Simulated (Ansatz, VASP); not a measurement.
## Two plane-wave programs on KF

Contents of POSCAR:

```
KF
1.0
    0.0000000000      2.7403375000      2.5398250000
    2.7403375000      0.0000000000      2.5398250000
    2.7403375000      2.7403375000      0.0000000000
K F
1 1
Direct
    0.0000000000      0.0000000000      0.0000000000
    0.5000000000      0.5000000000      0.5000000000
```

Contents of INCAR.step1:

```
SYSTEM = KF
PREC = Accurate
ENCUT = 520
ISMEAR = 0
SIGMA = 0.05
LREAL = .False.
LASPH = .True.
NELM = 60
NBANDS = 15
GGA = PE
ALGO = Normal
EDIFF = 1E-4
LWAVE = .True.
LCHARG = .False.
```

INCAR.step2

```
SYSTEM = KF
PREC = Accurate
ENCUT = 520
EDIFF = 1E-7
ISMEAR = 0
SIGMA = 0.05
LREAL = .False.
LASPH = .True.
NELM = 60
ALGO = Normal
ISIF = 2
LWAVE = .False.
LCHARG = .False.
METAGGA = R2SCAN
LMIXTAU = .True.
NBANDS = 15
ISTART = 1
```

KPOINTS

```
Automatic mesh
0
Gamma
  8 8 8
  0 0 0
```

Input for Ansatz:

```yaml
crystal:
  lattice:
    - [0.0, 2.7403375, 2.539825]
    - [2.7403375, 0.0, 2.539825]
    - [2.7403375, 2.7403375, 0.0]
  atoms:
    - { symbol: K, position: [0.0, 0.0, 0.0] }
    - { symbol: F, position: [0.5, 0.5, 0.5] }
basis:
  ecutwfc: 500
kpoints:
  mp_grid: { grid: [8, 8, 8] }
hamiltonian:
  xc: r2scan
scf:
  occupations: { method: gaussian, width: 0.05 }
output:
  forces: true
  stress: true
  eigenvalues: true
```

Change from the starting cell: strain +0.025 along x and y, -0.050 along z, atoms carried along.

Alike in both runs: task single point; functional r2SCAN; k mesh 8 × 8 × 8; occupations gaussian, width 0.05 eV; no spin polarisation.

|  | VASP | Ansatz |
| --- | --- | --- |
| version | VASP 6.6.1 | Ansatz 0.2.0 |
| potentials or method | VASP PAW PBE potentials, release 64 (K_sv, F) | scalar-relativistic, plane waves, PAW |
| plane-wave cutoff (eV) | 520 | 500 |
| valence electrons in the cell | 16 | 16 |

Ansatz gave:

- gap on the k mesh at the Fermi level (eV): 6.70
- least direct gap on the mesh (eV): 6.70
- pressure (GPa): 0.1
- largest component of the traceless stress (GPa): 3.48

Which values does VASP return?

gap on the k mesh at the Fermi level (eV): 6.70; least direct gap on the mesh (eV): 6.70; pressure (GPa): 0.1; largest component of the traceless stress (GPa): 3.59.

Caveats: the PAW data sets were made with another functional, which shifts forces and pressure a little (VASP). A k mesh can miss the band edges.
